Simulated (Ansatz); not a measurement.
# Structures of Ga2O3: which is lowest?

Plane-wave DFT in Ansatz with scalar-relativistic PAW potentials, cutoff 500 eV, Γ-centred meshes chosen by cell and gap, Gaussian smearing with energies taken to zero width. Every cell was relaxed (cell and atoms) in a run of its own, within the symmetry of its start. Functional: r2SCAN.

Relaxed structures (starts from databases or built by putting these elements on another compound's sites):
A. Cmcm, 10 atoms in the computed cell, a = 2.773 Å, b = 9.240 Å, c = 7.197 Å; sites (symmetry × multiplicity) Ga 2/m.. × 4 + m2m × 4, O m.. × 8 + m2m × 4; start: database
B. C2/m, 10 atoms in the computed cell, a = 12.254 Å, b = 3.039 Å, c = 5.809 Å, β = 103.8°; sites (symmetry × multiplicity) Ga m × 4 + m × 4, O m × 4 + m × 4 + m × 4; start: database

Problem. Rank them by energy. Could pressure change the order?

Solution.
```tsv
structure	group	E − E(lowest) (meV/atom)	V (Å³/atom)	gap on mesh (eV)
B	C2/m	0.0	10.50	3.03
A	Cmcm	282	9.22	2.32
```

B is lowest, 282 meV/atom under A. A is denser by 1.28 Å³/atom, so pressure favours it: ΔE/ΔV, with ΔE in eV and 1 eV/Å³ = 160.2 GPa, gives about 35 GPa for equal enthalpy if both cells were rigid; at such pressures compression changes ΔV much, so this is a scale only. Other structures may lie lower than all of these, and vibrations aren't counted.